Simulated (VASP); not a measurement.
A run of VASP 6.6.1:

INCAR

```
SYSTEM = Al
  PREC = Accurate
  ENCUT = 520
  EDIFF = 1E-7
  ISMEAR = 0
  SIGMA = 0.1
  LREAL = .FALSE.
  LASPH = .TRUE.
  NELM = 100
  ALGO = Fast
  ISIF = 2
  LWAVE = .FALSE.
  LCHARG = .FALSE.
  GGA = PE
  IVDW = 12
  NBANDS = 10
```

The input KPOINTS:

```
Automatic mesh
0
G
  18 18 10
  0 0 0
```

The input POSCAR:

```
Al
1.0
    2.6462776074      0.0000000000      0.0000000000
   -1.3231388037      2.2917436335      0.0000000000
    0.0000000000      0.0000000000      4.3088908666
Al
2
Direct
    0.6666666667      0.3333333333      0.7500000000
    0.3333333333      0.6666666667      0.2500000000
```

Potentials or basis: VASP PAW PBE potentials, release 64 (Al).

The run is started by

```bash
$ cat potpaw_PBE.64/Al/POTCAR > POTCAR
$ mpirun -np 1 vasp_std > vasp.out
```

Hardware: 1 thread of Intel(R) Xeon(R) Platinum 8488C (Sapphire Rapids), with other jobs on the host.

Problem. Estimate the wall time of this run.

Solution. It took 30 s on 1 thread of Intel(R) Xeon(R) Platinum 8488C (Sapphire Rapids), on a shared host, peak memory 0.17 GiB. Counts: scf iterations 14, k points 222.
